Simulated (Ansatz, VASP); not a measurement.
**Two plane-wave programs on SiNi3**

INCAR

```
PREC = Accurate ; ENCUT = 520
EDIFF = 1E-6 ; ISMEAR = -1
SIGMA = 0.05 ; LREAL = F
LASPH = T ; NELM = 150
ALGO = Normal ; ISIF = 2
LWAVE = F ; LCHARG = T
ISPIN = 2 ; MAGMOM = 0 0.375 0.375 0.375
LORBIT = 11 ; LMAXMIX = 4
GGA = PE ; LELF = T
LVHAR = T ; NBANDS = 29
```

The input KPOINTS:

```
Automatic mesh
0
Gamma
  7 7 7
```

Contents of POSCAR:

```
SiNi3
1.0
    3.3942418267      0.0000000000      0.0000000000
    0.0000000000      3.3942418267      0.0000000000
    0.0000000000      0.0000000000      3.3942418267
Si Ni
1 3
Direct
    0.0000000000      0.0000000000      0.0000000000
    0.0000000000      0.5000000000      0.5000000000
    0.5000000000      0.0000000000      0.5000000000
    0.5000000000      0.5000000000      0.0000000000
```

Input for Ansatz:

```yaml
crystal:
  lattice:
    - [3.3942418267, 0.0, 0.0]
    - [0.0, 3.3942418267, 0.0]
    - [0.0, 0.0, 3.3942418267]
  atoms:
    - { symbol: Si, position: [0.0, 0.0, 0.0] }
    - { symbol: Ni, position: [0.0, 0.5, 0.5], spin: 0.375 }
    - { symbol: Ni, position: [0.5, 0.0, 0.5], spin: 0.375 }
    - { symbol: Ni, position: [0.5, 0.5, 0.0], spin: 0.375 }
magnetization:
  spin_polarized: true
kpoints:
  mp_grid: { grid: [7, 7, 7] }
scf:
  occupations: { method: fermi_dirac, width: 0.05 }
hamiltonian:
  xc: pbe
  pseudopotentials: { kind: paw }
output:
  forces: true
  stress: true
  eigenvalues: true
  write_density: true
  write_potential: true
  elf: true
  volumetric_format: npy
```

Change from the starting cell: volume scaled by 0.88, start moments a quarter as large, PAW files.

Alike in both runs: task single point; functional PBE; k mesh 7 × 7 × 7; occupations fermi-dirac, width 0.05 eV; collinear spin.

```csv
,VASP,Ansatz
version,VASP 6.6.1,Ansatz 0.2.0
potentials or method,"VASP PAW PBE potentials, release 64 (Si, Ni)","PAW with Ansatz's default frozen-core files, scalar-relativistic"
plane-wave cutoff (eV),520,420
valence electrons in the cell,34,58
```

Ansatz gave:

* pressure (GPa): 26.2
* net moment per atom (μB): 0.00

Task: Estimate VASP's values.

Result: Pressure (GPa): 26.0; net moment per atom (μB): 0.00.

The two sets of potentials don't hold the same shells in valence. Ansatz warned: «seeded_moment_not_kept».

Caveats: so large a pressure means that the cell lies far from this level's equilibrium, or that cutoff or potentials fall short (VASP).
